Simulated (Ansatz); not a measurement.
CdS: moving S off its site

CdS, F-43m, a = 5.820 Å (as given, not relaxed at this level: 1.9 GPa). This isn't the usual stable structure of the compound. Ansatz: r2SCAN, PAW, 500 eV, Γ-centred 8×8×8 mesh on 2 atoms, Gaussian smearing 0.05 eV; no spin polarisation.

```
Cd S
1.0
     0.00000    2.91000    2.91000
     2.91000    0.00000    2.91000
     2.91000    2.91000    0.00000
Cd S
1 1
Direct
  0.00000 0.00000 0.00000
  0.75000 0.75000 0.75000
```

Atom 2 (S) moves by x along the unit vector (0.000, -0.707, -0.707), with its periodic images; all else is held. y is the free energy of the cell over the start, F the force along the path summed over the moved atoms. Symmetry makes y even in x.

| x (Å) | y (meV) | F (eV/Å) |
| --- | --- | --- |
| -0.3000 | ? | ? |
| -0.1500 | 60.9 | 0.83 |
| 0.0000 | 0.0 | 0.00 |
| 0.0375 | 3.7 | -0.20 |
| 0.0750 | 15.0 | -0.40 |
| 0.1125 | 34.0 | -0.61 |
| 0.1875 | 96.0 | -1.05 |
| 0.2250 | 140.0 | -1.29 |
| 0.2625 | 193.3 | -1.55 |

Q: Fit y = c2 x² + c4 x⁴ to the energies of the other rows, give the force constant, and predict energy and force of the missing row.

A: Least squares on the rows shown. y = 2656.1 x² + 2163.1 x⁴. The force constant is 2 c2 = 5.31 eV/Å² (for all images moving together, not for a lone atom). With two atoms in a cubic cell this is the optical mode at Γ without the LO field: ω = 521.5 √(2 c2/μ) = 241 cm⁻¹ for μ = 24.95 u. The force −dy/dx at the missing row is 1.83 eV/Å (computed 1.83). At x = -0.3000 the fit asked for gives 256.6 meV. The run gave 256.5 meV, so the fit is 0.1 meV too high, a small miss on the scale of the series.